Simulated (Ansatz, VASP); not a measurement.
## One calculation of MgB2, two programs

```xyz
3
Lattice="3.0386 0.0000 0.0000 -1.5193 2.6315 0.0000 0.0000 0.0000 3.4451" Properties=species:S:1:pos:R:3 pbc="T T T"
Mg    0.0000    0.0000    0.0000
B     0.0000    1.7543    1.7225
B     1.5193    0.8772    1.7225
```

Alike in both runs: functional PBEsol; k mesh 15 × 15 × 12; occupations fermi-dirac, width 0.15 eV; no spin polarisation.

Ansatz relaxed the structure, and its values are those at the end. VASP's run is a single point on that final structure, the one shown.

|  | VASP | Ansatz |
| --- | --- | --- |
| version | VASP 6.6.1 | Ansatz 0.2.0 |
| potentials or method | VASP PAW PBE potentials, release 64 (Mg, B) | scalar-relativistic, plane waves, PAW |
| plane-wave cutoff (eV) | 520 | 420 |
| valence electrons in the cell | 8 | 16 |

|  | VASP | Ansatz | Ansatz less VASP |
| --- | --- | --- | --- |
| gap on the k mesh at the Fermi level (eV) | none | none | - |
| pressure (GPa) | 5.0 | 5.0 | -0.04 |

A gap of «none» marks a metal or a gap that the smearing closes. The two sets of potentials don't hold the same shells in valence.

Caveats: the PAW data sets were made with another functional, which shifts forces and pressure a little (VASP).
